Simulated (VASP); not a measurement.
# AlRu (Pm-3m) in VASP: further runs

Aim: see how the results for AlRu move with the level of theory and the settings. Levels: B3LYP, PW91, AM05. Tasks: relaxation of cell and atoms.

Everything below comes from runs of VASP 6.6.1. Logs are shortened: lines on timing, memory, paths and dates and some standing lists are left out, and cuts for length are marked.

### 1 The crystal as given

The structure is cubic, space group Pm-3m (No. 221). The conventional cell has a = 2.992 Å, b = 2.992 Å, c = 2.992 Å, α = 90.00°, β = 90.00°, γ = 90.00°. Ru (site symmetry m-3m) has 8 Al at 2.59 Å as nearest neighbours. Around Al (site symmetry m-3m) lie 8 Ru at 2.59 Å.

### 2 Relaxation of cell and atoms, B3LYP

File POSCAR:

```
AlRu
1.0
    2.9916000000      0.0000000000      0.0000000000
    0.0000000000      2.9916000000      0.0000000000
    0.0000000000      0.0000000000      2.9916000000
Ru Al
1 1
Direct
    0.5000000000      0.5000000000      0.5000000000
    0.0000000000      0.0000000000      0.0000000000
```

File INCAR.step1:

```
  PREC = Accurate
  ENCUT = 600
  EDIFF = 1E-5
  ISMEAR = -1
  SIGMA = 0.05
  LREAL = False
  LASPH = True
  NELM = 100
  ALGO = Normal
  LWAVE = True
  LCHARG = False
  GGA = PE
```

File INCAR.step2:

```
  PREC = Accurate
  ENCUT = 600
  EDIFF = 1E-6
  ISMEAR = -1
  SIGMA = 0.05
  LREAL = False
  LASPH = True
  NELM = 100
  ALGO = Normal
  ISIF = 3
  LWAVE = False
  LCHARG = False
  GGA = B3
  LHFCALC = True
  AEXX = 0.2
  AGGAX = 0.72
  AGGAC = 0.81
  ALDAC = 0.19
  PRECFOCK = Fast
  IBRION = 2
  NSW = 40
  EDIFFG = -0.01
  ISTART = 1
```

File KPOINTS:

```
regular mesh
0
Gamma
  5 5 5
```

Potentials or basis: VASP PAW PBE potentials, release 64 (Ru_pv, Al).

Command:

```console
$ cat potpaw_PBE.64/Ru_pv/POTCAR potpaw_PBE.64/Al/POTCAR > POTCAR
$ cp INCAR.step1 INCAR
$ mpirun -np 1 vasp_std > vasp.out
$ cp INCAR.step2 INCAR
$ mpirun -np 1 vasp_std > vasp.out
```

OUTCAR:

```text
PREC = Accurate
   ENCUT = 600
   EDIFF = 1E-6
   ISMEAR = -1
   LREAL = False
   LASPH = True
   NELM = 100
   ISIF = 3
   GGA = B3
   LHFCALC = True
   AEXX = 0.2
   PRECFOCK = Fast
   IBRION = 2
   NSW = 40
   EDIFFG = -0.01
   ISTART = 1

 ion  position               nearest neighbor table
   1  0.500  0.500  0.500-   2 2.59   2 2.59   2 2.59   2 2.59   2 2.59   2 2.59   2 2.59   2 2.59

   2  0.000  0.000  0.000-   1 2.59   1 2.59   1 2.59   1 2.59   1 2.59   1 2.59   1 2.59   1 2.59

  LATTYP: Found a simple cubic cell.
 ALAT       =     2.9916000000

  Lattice vectors:

 A1 = (   2.9916000000,   0.0000000000,   0.0000000000)
 A2 = (   0.0000000000,   2.9916000000,   0.0000000000)
 A3 = (   0.0000000000,   0.0000000000,   2.9916000000)

Analysis of symmetry for initial positions (statically):
=====================================================================
 Subroutine PRICEL returns:
 Original cell was already a primitive cell.

 Routine SETGRP: Setting up the symmetry group for a
 simple cubic supercell.

 Subroutine GETGRP returns: Found 48 space group operations
 (whereof 48 operations were pure point group operations)
 out of a pool of 48 trial point group operations.

The static configuration has the point symmetry O_h .

Analysis of symmetry for dynamics (positions and initial velocities):
=====================================================================
 Subroutine PRICEL returns:
 Original cell was already a primitive cell.

 Routine SETGRP: Setting up the symmetry group for a
 simple cubic supercell.

 Subroutine GETGRP returns: Found 48 space group operations
 (whereof 48 operations were pure point group operations)
 out of a pool of 48 trial point group operations.

The dynamic configuration has the point symmetry O_h .

 Subroutine INISYM returns: Found 48 space group operations
 (whereof 48 operations are pure point group operations),
 and found     1 'primitive' translations

----------------------------------------------------------------------------------------

                                     Primitive cell

  volume of cell :      26.7738

  direct lattice vectors                    reciprocal lattice vectors
     2.991600000  0.000000000  0.000000000     0.334269287  0.000000000  0.000000000
     0.000000000  2.991600000  0.000000000     0.000000000  0.334269287  0.000000000
     0.000000000  0.000000000  2.991600000     0.000000000  0.000000000  0.334269287

  length of vectors
     2.991600000  2.991600000  2.991600000     0.334269287  0.334269287  0.334269287

  position of ions in fractional coordinates (direct lattice)
     0.500000000  0.500000000  0.500000000
     0.000000000  0.000000000  0.000000000

  ion indices of the primitive-cell ions
   primitive index   ion index
                 1           1
                 2           2

----------------------------------------------------------------------------------------

 KPOINTS: regular mesh

Automatic generation of k-mesh.
 Grid dimensions read from file:
 generate k-points for:    5    5    5

 Generating k-lattice:

  Cartesian coordinates                     Fractional coordinates (reciprocal lattice)
     0.066853857  0.000000000  0.000000000     0.200000000  0.000000000  0.000000000
     0.000000000  0.066853857  0.000000000     0.000000000  0.200000000  0.000000000
     0.000000000  0.000000000  0.066853857     0.000000000  0.000000000  0.200000000

  Length of vectors
     0.066853857  0.066853857  0.066853857

  Shift w.r.t. Gamma in fractional coordinates (k-lattice)
     0.000000000  0.000000000  0.000000000

 Subroutine IBZKPT returns following result:
 ===========================================

 Found     10 irreducible k-points:

 Following reciprocal coordinates:
            Coordinates               Weight
  0.000000  0.000000  0.000000      1.000000
  0.200000  0.000000  0.000000      6.000000
  0.400000  0.000000  0.000000      6.000000
  0.200000  0.200000  0.000000     12.000000
  0.400000  0.200000  0.000000     24.000000
  0.400000  0.400000  0.000000     12.000000
  0.200000  0.200000  0.200000      8.000000
  0.400000  0.200000  0.200000     24.000000
  0.400000  0.400000  0.200000     24.000000
  0.400000  0.400000  0.400000      8.000000
   k-points           NKPTS =     10   k-points in BZ     NKDIM =    125   number of bands    NBANDS=     12
   number of dos      NEDOS =    301   number of ions     NIONS =      2
   total plane-waves  NPLWV =  13824
   dimension x,y,z NGX =    24 NGY =   24 NGZ =   24
   dimension x,y,z NGXF=    48 NGYF=   48 NGZF=   48
   ions per type =               1   1
   NGX,Y,Z   is equivalent  to a cutoff of  13.34, 13.34, 13.34 a.u.
   NGXF,Y,Z  is equivalent  to a cutoff of  26.67, 26.67, 26.67 a.u.
 SYSTEM =  unknown system
   PREC   = accura    normal or accurate (medium, high low for compatibility)
   ISTART =      1    job   : 0-new  1-cont  2-samecut
   ICHARG =      0    charge: 1-file 2-atom 10-const
   ISPIN  =      1    spin polarized calculation?
   LNONCOLLINEAR =      F non collinear calculations
   LSORBIT =      F    spin-orbit coupling
   LASPH  =      T    aspherical Exc in radial PAW
   ENCUT  =  600.0 eV  44.10 Ry    6.64 a.u.   5.97  5.97  5.97*2*pi/ulx,y,z
   NELM   =    100;   NELMIN=  2; NELMDL=  0     # of ELM steps
   EDIFF  = 0.1E-05   stopping-criterion for ELM
   LREAL  =      F    real-space projection
   EDIFFG = -.1E-01   stopping-criterion for IOM
   NSW    =     40    number of steps for IOM
   IBRION =      2    ionic relax: 0-MD 1-quasi-New 2-CG
   NFREE  =      1    steps in history (QN), initial steepest desc. (CG)
   ISIF   =      3    stress and relaxation
   ISYM   =      3    0-nonsym 1-usesym 2-fastsym
   POTIM  = 0.5000    time-step for ionic-motion
   TEBEG  =    0.0;   TEEND  =   0.0 temperature during run
   PSTRESS=    0.0 pullay stress
   NELECT =      17.0000    total number of electrons
   NUPDOWN=      -1.0000    fix difference up-down
   EMIN   =  10.00;   EMAX   =-10.00  energy-range for DOS
   EFERMI =   0.00;   METHOD = LEGACY
   ISMEAR =    -1;   SIGMA  =   0.05  broadening in eV -4-tet -1-fermi 0-gaus
   EFERMI_NEDOS =   21; number of points for ismear=-14 and -15
   IALGO  =     38    algorithm
   IMIX   =      1    mixing-type and parameters
     AMIX     =   0.40;   BMIX     =  1.00
     AMIX_MAG =   1.60;   BMIX_MAG =  1.00
  volume/ion in A,a.u.               =      13.39        90.34
  Fermi-wavevector in a.u.,A,eV,Ry     =   1.407087  2.659009 26.938090  1.979894
  Thomas-Fermi vector in A             =   2.529382
   LORBIT       =      0    0 simple, 1 ext, 2 COOP (PROOUT), +10 PAW based schemes
   GGA     = B3    functional components
   LHFCALC =     T    Hartree Fock is set to
   PRECFOCK=fast      Normal, Fast or Accurate (Low or Medium for compatibility)
   ENCUT4O =  -1.0   cutoff for four orbital integrals eV
   NKREDX  =     1    reduce k-point grid by
   NKREDY  =     1    reduce k-point grid by
   NKREDZ  =     1    reduce k-point grid by
   AEXX    =    0.2000 exact exchange contribution
   HFSCREEN=    0.0000 screening length (either q_TF or 0.3 A-1)
   HFSCREENC=   0.0000 screening length for correlation (either q_TF or 0.3 A-1)
   ENCUTFOCK=  -1.0 apply spherical cutoff to Coloumb kernel
   IVDW    =     0    specifies the selected vdW correction
   LEPSILON=     F    determine dielectric tensor
   LRPA    =     F    only Hartree local field effects (RPA)
 conjugate gradient relaxation of ions
 non-spin polarized calculation
  energy-cutoff  :      600.00
  volume of cell :       26.77
 maximum number of plane-waves:       904
 NGX is ok and might be reduce to    24
  NGX = 14; NGY = 14; NGZ = 14

--------------------------------------- Ionic step        1  -------------------------------------------

 number of electron      16.9999996 magnetization

 Free energy of the ion-electron system (eV)
  ---------------------------------------------------
  ext. energy  EPLUGINS =         0.00000000
  ---------------------------------------------------
  free energy    TOTEN  =       -15.14069881 eV

  energy without entropy =      -15.12752684  energy(sigma->0) =      -15.13411283

 E-fermi :  11.0841     XC(G=0): -10.0050

 val. band max:       10.5527893270   @ k =   0.4000   0.0000   0.0000
 cond. band min:      11.1056812808   @ k =   0.4000   0.4000   0.2000
 fundamental gap:      0.5528919538
 Fermi energy:        11.0840809751

 k-point     1 :       0.0000    0.0000    0.0000
  band No.  band energies     occupation
      1     -33.3415      2.00000
      2     -33.3415      2.00000
      3     -33.3415      2.00000
      4      -0.0711      2.00000
      5       6.6047      2.00000
      6       6.6047      2.00000
      7      10.3101      2.00000
      8      10.3101      2.00000
      9      10.3101      2.00000
     10      17.8173      0.00000
     11      17.8173      0.00000
     12      17.8173      0.00000
[... 202 lines left out ...]
  energy  without entropy=      -15.1194628716  energy(sigma->0) =      -15.12613391

--------------------------------------- Ionic step        3  -------------------------------------------

 number of electron      16.9999997 magnetization

 Free energy of the ion-electron system (eV)
  ---------------------------------------------------
  ext. energy  EPLUGINS =         0.00000000
  ---------------------------------------------------
  free energy    TOTEN  =       -15.14689167 eV

  energy without entropy =      -15.13365940  energy(sigma->0) =      -15.14027553

 E-fermi :  10.8182     XC(G=0):  -9.9285

 val. band max:       10.2736833790   @ k =   0.4000   0.0000   0.0000
 cond. band min:      10.8398871943   @ k =   0.4000   0.4000   0.2000
 fundamental gap:      0.5662038153
 Fermi energy:        10.8181677689

 k-point     1 :       0.0000    0.0000    0.0000
  band No.  band energies     occupation
      1     -33.6015      2.00000
      2     -33.6015      2.00000
      3     -33.6015      2.00000
      4      -0.2193      2.00000
      5       6.4498      2.00000
      6       6.4498      2.00000
      7      10.0389      2.00000
      8      10.0389      2.00000
      9      10.0389      2.00000
     10      17.4531      0.00000
     11      17.4531      0.00000
     12      17.4531      0.00000
[... 162 lines left out ...]
  FREE ENERGIE OF THE ION-ELECTRON SYSTEM (eV)
  ---------------------------------------------------
  free  energy   TOTEN  =       -15.1468916705 eV

  energy  without entropy=      -15.1336593983  energy(sigma->0) =      -15.14027553

 reached required accuracy - stopping structural energy minimisation
```

It took 6 min on 1 thread of Intel Xeon 6975P-C (Granite Rapids), shared host; peak memory 0.15 GiB.

What came out:

- Free energy: -15.1469 eV
- Relaxed volume: 13.64 Å³/atom
- Relaxed cell: a = 3.010 Å, b = 3.010 Å, c = 3.010 Å, α = 90.00°, β = 90.00°, γ = 90.00°
- Space group after relaxing (to 0.05 Å): Pm-3m (No. 221)
- Energy gained by relaxing: 3.1 meV/atom
- Ionic steps: 3
- Pressure after relaxing: -0.1 GPa
- Band gap on the k mesh: none (metal or under the smearing width)

The path:
```tsv
step	energy change (eV)	largest force (eV/Å)	pressure (GPa)	volume (Å³)
1	0.0000	0.0000	3.97	26.77
2	0.0079	0.0000	-5.47	28.08
3	-0.0062	0.0000	-0.06	27.28
```

Final structure:
```
Ru Al
1.0
     3.01049    0.00000    0.00000
     0.00000    3.01049    0.00000
     0.00000    0.00000    3.01049
Ru Al
1 1
Direct
  0.50000 0.50000 0.50000
  0.00000 0.00000 0.00000
```

Caveat: the k mesh is coarse (spacing up to 0.42 Å⁻¹), so the values aren't converged, least of all with exact exchange; the PAW data sets were made with another functional, which shifts forces and pressure a little.

### 3 Relaxation of cell and atoms, PW91

File INCAR:

```
ALGO     = Fast           # electronic algorithm
EDIFF    = 1E-7           # SCF threshold, eV
EDIFFG   = -0.01          # ionic threshold
ENCUT    = 600            # plane-wave cutoff, eV
GGA      = 91             # functional
IBRION   = 2              # ionic algorithm
ISIF     = 3              # what is computed and relaxed
ISMEAR   = -1             # smearing method
LASPH    = T              # aspherical terms in the spheres
LCHARG   = F              # write CHGCAR
LREAL    = F              # projectors in reciprocal space
LWAVE    = F              # write WAVECAR
NELM     = 60             # most SCF steps
NSW      = 40             # ionic steps
PREC     = Accurate       # precision mode
SIGMA    = 0.05           # smearing width, eV
```

File KPOINTS:

```
k-points
0
Gamma
  9 9 9
```

POSCAR is that of step 2.

Potentials or basis: VASP PAW PBE potentials, release 64 (Ru_pv, Al).

Command:

```console
$ cat potpaw_PBE.64/Ru_pv/POTCAR potpaw_PBE.64/Al/POTCAR > POTCAR
$ mpirun -np 1 vasp_std > vasp.out
```

Wall time 11 s (1 thread of Intel Xeon 6975P-C (Granite Rapids), shared host); peak memory 0.15 GiB.

The run converged. Its results:

```yaml
Free_energy: -14.2076 eV
Relaxed_volume: 13.58 Å³/atom
Relaxed_cell: a = 3.006 Å, b = 3.006 Å, c = 3.006 Å, α = 90.00°, β = 90.00°, γ = 90.00°
Space_group_after_relaxing_to_0.05_Å: Pm-3m (No. 221)
Energy_gained_by_relaxing: 1.8 meV/atom
Ionic_steps: 3
Pressure_after_relaxing: 0.0 GPa
Band_gap_on_the_k_mesh: none (metal or under the smearing width)
```

Step by step:
| step | energy change (eV) | largest force (eV/Å) | pressure (GPa) | volume (Å³) |
| --- | --- | --- | --- | --- |
| 1 | 0.0000 | 0.0000 | 3.05 | 26.77 |
| 2 | 0.0049 | 0.0000 | -4.44 | 27.77 |
| 3 | -0.0036 | 0.0000 | -0.02 | 27.17 |

Final structure:
```yaml
crystal:
  lattice:
    - [3.00618, 0.00000, 0.00000]
    - [0.00000, 3.00618, 0.00000]
    - [0.00000, 0.00000, 3.00618]
  atoms:
    - { symbol: Ru, position: [0.50000, 0.50000, 0.50000] }
    - { symbol: Al, position: [0.00000, 0.00000, 0.00000] }
```

Levels at points of the mesh, in eV from the Fermi level:
| k point | band 7 | band 8 | band 9 | band 10 | band 11 | band 12 |
| --- | --- | --- | --- | --- | --- | --- |
| (0.00, 0.00, 0.00) | 0.22 | 0.22 | 0.22 | 6.09 | 6.09 | 6.09 |

Caveat: the PAW data sets were made with another functional, which shifts forces and pressure a little. Zero-point motion and thermal expansion aren't in these numbers.

### 4 Relaxation of cell and atoms, AM05

File INCAR:

```
ALGO = Normal
EDIFF = 1E-6
EDIFFG = -0.005
ENCUT = 600
GGA = AM
IBRION = 2
ISIF = 3
ISMEAR = -1
LASPH = True
LCHARG = False
LREAL = False
LWAVE = False
NELM = 80
NSW = 60
PREC = Accurate
SIGMA = 0.05
```

KPOINTS is that of step 3.

POSCAR is that of step 3.

Potentials or basis: VASP PAW PBE potentials, release 64 (Ru_pv, Al).

Command:

```console
$ cat potpaw_PBE.64/Ru_pv/POTCAR potpaw_PBE.64/Al/POTCAR > POTCAR
$ mpirun -np 1 vasp_std > vasp.out
```

OUTCAR:

```text
EDIFF = 1E-6
   EDIFFG = -0.005
   ENCUT = 600
   GGA = AM
   IBRION = 2
   ISIF = 3
   ISMEAR = -1
   LASPH = True
   LREAL = False
   NELM = 80
   NSW = 60
   PREC = Accurate

 ion  position               nearest neighbor table
   1  0.500  0.500  0.500-   2 2.59   2 2.59   2 2.59   2 2.59   2 2.59   2 2.59   2 2.59   2 2.59

   2  0.000  0.000  0.000-   1 2.59   1 2.59   1 2.59   1 2.59   1 2.59   1 2.59   1 2.59   1 2.59

  LATTYP: Found a simple cubic cell.
 ALAT       =     2.9916000000

  Lattice vectors:

 A1 = (   2.9916000000,   0.0000000000,   0.0000000000)
 A2 = (   0.0000000000,   2.9916000000,   0.0000000000)
 A3 = (   0.0000000000,   0.0000000000,   2.9916000000)

Analysis of symmetry for initial positions (statically):
=====================================================================
 Subroutine PRICEL returns:
[... 269 lines left out ...]
      5       7.1502      2.00000
      6       7.1502      2.00000
      7      11.0337      0.01135
      8      11.0337      0.01135
      9      11.0337      0.01135
     10      17.0244      0.00000
     11      17.0244      0.00000
     12      17.0244      0.00000
[... 331 lines left out ...]
 k-point    24 :       0.4444    0.3333    0.1111
  band No.  band energies     occupation
      1     -31.0711      2.00000
      2     -31.0181      2.00000
      3     -30.8687      2.00000
      4       4.9410      2.00000
      5       7.0004      2.00000
      6       8.2749      2.00000
      7       8.8764      2.00000
      8      10.0999      2.00000
      9      10.5396      1.98227
     10      13.1295      0.00000
     11      17.0663      0.00000
     12      18.2011      0.00000

 [... further k-points ...]

------------------------ aborting loop because EDIFF is reached ----------------------------------------

  FORCE on cell =-STRESS in cart. coord.  units (eV):
  Direction    XX          YY          ZZ          XY          YZ          ZX
  --------------------------------------------------------------------------------------
  -------------------------------------------------------------------------------------
  Total       -0.0034852     -0.0034852     -0.0034852     -0.0000000      0.0000000      0.0000000
  in kB       -0.2124233     -0.2124233     -0.2124233     -0.0000000      0.0000000      0.0000000
  external PRESSURE =      -0.2124233 kB  Pullay stress =       0.0000000 kB
[... 17 lines left out ...]
  FREE ENERGIE OF THE ION-ELECTRON SYSTEM (eV)
  ---------------------------------------------------
  free  energy   TOTEN  =       -15.1739539848 eV

  energy  without entropy=      -15.1595110314  energy(sigma->0) =      -15.16673251

 reached required accuracy - stopping structural energy minimisation
```

OSZICAR:

```text
N       E                     dE             d eps       ncg     rms          rms(c)
DAV:   1     0.126224253258E+03    0.12622E+03   -0.10391E+04   840   0.149E+03
DAV:   2    -0.134937722713E+02   -0.13972E+03   -0.13403E+03   884   0.372E+02
DAV:   3    -0.159631392144E+02   -0.24694E+01   -0.24215E+01   988   0.512E+01
[... 24 lines left out ...]
DAV:   4    -0.151738845490E+02    0.37809E-03   -0.10312E-02   876   0.707E-01    0.133E-01
DAV:   5    -0.151739185771E+02   -0.34028E-04   -0.10193E-03   976   0.395E-01    0.690E-02
DAV:   6    -0.151739557249E+02   -0.37148E-04   -0.10213E-04   940   0.115E-01    0.131E-02
DAV:   7    -0.151739539668E+02    0.17581E-05   -0.14980E-05  1000   0.424E-02    0.377E-03
DAV:   8    -0.151739539848E+02   -0.18037E-07   -0.57853E-07   448   0.813E-03
   3 F= -.15173954E+02 E0= -.15166733E+02  d E =-.612216E-02
```

Wall time 11 s (1 thread of Intel Xeon 6975P-C (Granite Rapids), shared host); peak memory 0.15 GiB.

What came out:

- Free energy: -15.1740 eV
- Relaxed volume: 13.14 Å³/atom
- Relaxed cell: a = 2.973 Å, b = 2.973 Å, c = 2.973 Å, α = 90.00°, β = 90.00°, γ = 90.00°
- Space group after relaxing (to 0.05 Å): Pm-3m (No. 221)
- Energy gained by relaxing: 3.1 meV/atom
- Ionic steps: 3
- Pressure after relaxing: 0.0 GPa
- Band gap on the k mesh: none (metal or under the smearing width)

The path:
| step | energy change (eV) | largest force (eV/Å) | pressure (GPa) | volume (Å³) |
| --- | --- | --- | --- | --- |
| 1 | 0.0000 | 0.0000 | -3.92 | 26.77 |
| 2 | 0.0098 | 0.0000 | 6.94 | 25.52 |
| 3 | -0.0061 | 0.0000 | -0.02 | 26.29 |

Final structure:
```xyz
2
Lattice="2.9733 0.0000 0.0000 0.0000 2.9733 0.0000 0.0000 0.0000 2.9733" Properties=species:S:1:pos:R:3 pbc="T T T"
Ru    1.4867    1.4867    1.4867
Al    0.0000    0.0000    0.0000
```

Caveat: the PAW data sets were made with another functional, which shifts forces and pressure a little.

### 5 Summary

```csv
level,k mesh,grid for exact exchange (PRECFOCK),exchange at q = 0,mesh quality,gap on the mesh (eV),pressure (GPa),relaxed volume (Å³/atom)
B3LYP,5 × 5 × 5,Fast,default,coarse,none,-0.1,13.64
PW91,9 × 9 × 9,-,-,not flagged,none,0.0,13.58
AM05,9 × 9 × 9,-,-,not flagged,none,0.0,13.14
```

Alike in all rows: task relaxation of cell and atoms; potentials or basis VASP PAW PBE potentials, release 64 (Ru_pv, Al); no spin polarisation; cell relaxed; cutoff (eV) 600; smearing fermi-dirac 0.05 eV.

Caveats: some runs use coarse meshes; the PAW data sets were made with another functional, which shifts forces and pressure a little.

Absolute energies hang on the potentials; compare differences alone.
